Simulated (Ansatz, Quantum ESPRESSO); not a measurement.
Given: the input of a run of Quantum ESPRESSO 7.5 (ASE script) on TaN. The cell comes from a database or a generator and needn't be the stable form of this composition.

Contents of run.py:

```python
import numpy as np
from ase.calculators.espresso import Espresso, EspressoProfile
from ase.io import read

atoms = read('POSCAR')

input_data = {
    'control': {'calculation': 'scf', 'prefix': 'pwscf', 'outdir': './tmp', 'tprnfor': True, 'tstress': True, 'disk_io': 'nowf'},
    'system': {'ecutwfc': 60.0, 'ecutrho': 480.0, 'nbnd': 26, 'occupations': 'smearing', 'smearing': 'fd', 'degauss': 0.00367493},
    'electrons': {'conv_thr': 8e-10, 'electron_maxstep': 120, 'mixing_beta': 0.5},
}
pseudopotentials = {'N': 'N.pbe-n-radius_5.UPF', 'Ta': 'Ta_pbe_v1.uspp.F.UPF'}
profile = EspressoProfile(command='pw.x', pseudo_dir='pseudo')
dft = Espresso(profile=profile, input_data=input_data, pseudopotentials=pseudopotentials, kpts=(7, 7, 6), koffset=(0, 0, 0))
atoms.calc = dft

print(f'energy {atoms.get_potential_energy():.8f} eV')
print('forces (eV/A)')
print(np.round(atoms.get_forces(), 6))
print('stress (eV/A^3, Voigt)')
print(np.round(atoms.get_stress(), 8))
print(f'Fermi level {dft.get_fermi_level():.4f} eV')
```

Contents of POSCAR:

```
TaN
1.0
    3.6630404800      0.0000000000      0.0000000000
    0.0000000000      3.6630404800      0.0000000000
    0.0000000000      0.0000000000      4.5604939800
Ta N
2 2
Direct
    0.0000000000      0.5000000000      0.0000000000
    0.5000000000      0.0000000000      0.5000000000
    0.0000000000      0.0000000000      0.2500000000
    0.0000000000      0.0000000000      0.7500000000
```

Potentials or basis: SSSP 1.3 efficiency PBE.

Run with:

```sh
$ OMP_NUM_THREADS=1 python run.py
```

Question: Translate it to Ansatz 0.2.0. Potentials or basis there: JTH PAW, cutoff 1320 eV.

Answer: As run (cutoffs and basis follow the program's own potentials, and thresholds, step limits or extra output files can differ):

input.yaml

```yaml
crystal:
  lattice:
    - [3.66304048, 0.0, 0.0]
    - [0.0, 3.66304048, 0.0]
    - [0.0, 0.0, 4.56049398]
  atoms:
    - { symbol: Ta, position: [0.0, 0.5, 0.0] }
    - { symbol: Ta, position: [0.5, 0.0, 0.5] }
    - { symbol: "N", position: [0.0, 0.0, 0.25] }
    - { symbol: "N", position: [0.0, 0.0, 0.75] }
hamiltonian:
  xc: pbe
  pseudopotentials: { kind: paw, source: jth }
kpoints:
  mp_grid: { grid: [7, 7, 6] }
scf:
  occupations: { method: fermi_dirac, width: 0.05 }
output:
  forces: true
  stress: true
  eigenvalues: true
  write_density: true
  write_potential: true
  elf: true
  volumetric_format: npy
```

Potentials or basis: JTH PAW.

The run is started by

```sh
$ ansatz run input.yaml --threads 2 --pin off --max-ram 5632MiB --backend cpu --events-out ev --progress --plain --runs-dir out
```

Both were run:

|  | Quantum ESPRESSO | Ansatz |
| --- | --- | --- |
| Pressure | -20.0 GPa | -19.7 GPa |

Ansatz's pressure holds a Pulay term of +0.04 GPa for its cutoff of 1320 eV, which the other run lacks.

Where Ansatz's input types no cutoff or centring, it takes its own default and a Γ-centred mesh.

The cell lies far from this level's equilibrium.

Pressure is positive in compression.
